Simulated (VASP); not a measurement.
A run of VASP 6.6.1 is set up as follows.

INCAR

```
SYSTEM = MgH
ALGO     = Fast           ! electronic algorithm
EDIFF    = 1E-6           ! SCF threshold, eV
ENCUT    = 520            ! plane-wave cutoff, eV
GGA      = PE             ! functional
ISIF     = 2              ! what is computed and relaxed
ISMEAR   = 0              ! smearing method
LASPH    = .TRUE.         ! aspherical terms in the spheres
LCHARG   = .TRUE.         ! write CHGCAR
LELF     = .TRUE.         ! ELF
LREAL    = .FALSE.        ! projectors in reciprocal space
LVHAR    = .TRUE.       
LWAVE    = .FALSE.        ! write WAVECAR
NBANDS   = 8              ! bands
NELM     = 80             ! most SCF steps
PREC     = Accurate       ! precision mode
SIGMA    = 0.1            ! smearing width, eV
```

KPOINTS

```
k-points
0
G
  6 6 6
  0 0 0
```

POSCAR

```
MgH
1.0
    2.6885262900      0.0000000000      0.0000000000
    0.0000000000      2.6885262900      0.0000000000
    0.0000000000      0.0000000000      3.1507578600
Mg H
1 1
Direct
    0.5000000000      0.5000000000      0.0000000000
    0.0000000000      0.0000000000      0.0000000000
```

Potentials or basis: VASP PAW PBE potentials, release 64 (Mg, H).

Launch:

```sh
$ cat potpaw_PBE.64/Mg/POTCAR potpaw_PBE.64/H/POTCAR > POTCAR
$ mpirun -np 1 vasp_std > vasp.out
```

Estimate the pressure.

14.9 GPa.

Predict the band gap on the k mesh.

none (metal or under the smearing width).

Stress tensor (GPa, compression positive):
```
21.94  0.00  0.00
 0.00 21.94  0.00
 0.00  0.00  0.78
```

Caveat: the k mesh is coarse (spacing up to 0.39 Å⁻¹), so the values aren't converged.
